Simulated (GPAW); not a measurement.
Ge:

```
CELL_PARAMETERS angstrom
3.99759 0.00000 0.00000
-1.99879 3.46201 0.00000
0.00000 0.00000 6.59938
ATOMIC_POSITIONS crystal
Ge 0.33333 0.66667 0.93710
Ge 0.66667 0.33333 0.43710
Ge 0.33333 0.66667 0.56290
Ge 0.66667 0.33333 0.06290
```

This isn't the form of Ge at room conditions, which is diamond.

```yaml
Program: GPAW 26.7.0
Task: relaxation of cell and atoms
Functional: revPBE
Potentials_or_basis: the program's PAW data sets (release 1.2.1) made for this functional
Cutoff: 600 eV
Basis: pw
k_mesh: 6 × 6 × 3
Occupations: fermi-dirac, width 0.05 eV
Spin: no spin polarisation
```

At the start: pressure 4.5 GPa; volume 22.83 Å³/atom.

**Question.** How do energy, volume and symmetry change on relaxing?

**Answer.** Over 5 steps the energy falls by 22.9 meV/atom and the volume is 24.49 Å³/atom (+7.3 %); space group P6_3/mmc (No. 194, to 0.05 Å).

Step by step:
```csv
step,energy change (eV),largest force (eV/Å),pressure (GPa),volume (Å³)
1,0.0000,0.0240,4.54,91.33
2,-0.0173,0.0151,4.06,91.97
3,-0.0914,0.0661,0.04,97.88
4,-0.0916,0.0460,0.01,97.92
5,-0.0918,0.0024,-0.01,97.96
```

Final structure:
```cif
data_structure
_symmetry_space_group_name_H-M 'P 1'
_symmetry_Int_Tables_number 1
_cell_length_a 4.0954
_cell_length_b 4.0954
_cell_length_c 6.7440
_cell_angle_alpha 90.000
_cell_angle_beta 90.000
_cell_angle_gamma 120.000
_cell_volume 97.96
loop_
_atom_site_label
_atom_site_type_symbol
_atom_site_fract_x
_atom_site_fract_y
_atom_site_fract_z
_atom_site_occupancy
Ge1 Ge 0.33333 0.66667 0.93719 1
Ge2 Ge 0.66667 0.33333 0.43719 1
Ge3 Ge 0.33333 0.66667 0.56281 1
Ge4 Ge 0.66667 0.33333 0.06281 1
```

Caveat: later steps reuse the first step's grids.
